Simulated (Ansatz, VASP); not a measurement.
Sr: VASP beside Ansatz

Contents of INCAR:

```
PREC = Accurate ; ENCUT = 520
EDIFF = 1E-6 ; ISMEAR = 0
SIGMA = 0.15 ; LREAL = False
LASPH = True ; NELM = 100
ALGO = Fast ; ISIF = 2
LWAVE = False ; LCHARG = True
GGA = PE ; LELF = True
LVHAR = True ; NBANDS = 11
```

The input KPOINTS:

```
Automatic mesh
0
Gamma
  16 16 16
```

File POSCAR:

```
Sr
1.0
    0.0000000000      2.7875846061      3.6238599879
    2.7875846061      0.0000000000      3.6238599879
    2.7875846061      2.7875846061      0.0000000000
Sr
1
Direct
    0.0000000000      0.0000000000      0.0000000000
```

Input for Ansatz:

```yaml
crystal:
  lattice:
    - [0.0, 2.7875846061, 3.6238599879]
    - [2.7875846061, 0.0, 3.6238599879]
    - [2.7875846061, 2.7875846061, 0.0]
  atoms:
    - { symbol: Sr, position: [0.0, 0.0, 0.0] }
basis:
  ecutwfc: 420
kpoints:
  mp_grid: { grid: [16, 16, 16] }
hamiltonian:
  xc: pbe
scf:
  occupations: { method: gaussian, width: 0.15 }
output:
  forces: true
  stress: true
  eigenvalues: true
```

Alike in both runs: task single point; functional PBE; k mesh 16 × 16 × 16; occupations gaussian, width 0.15 eV; no spin polarisation.

|  | VASP | Ansatz |
| --- | --- | --- |
| version | VASP 6.6.1 | Ansatz 0.2.0 |
| potentials or method | VASP PAW PBE potentials, release 64 (Sr_sv) | scalar-relativistic, plane waves, PAW |
| plane-wave cutoff (eV) | 520 | 420 |
| valence electrons in the cell | 10 | 10 |

|  | VASP | Ansatz | Ansatz less VASP |
| --- | --- | --- | --- |
| gap on the k mesh at the Fermi level (eV) | none | none | - |
| pressure (GPa) | -0.3 | -0.3 | -0.01 |
| largest component of the traceless stress (GPa) | 1.98 | 1.98 | -0.001 |

A gap of «none» marks a metal or a gap that the smearing closes. The functional is the same, so the differences come from potentials, cutoffs and numerics.
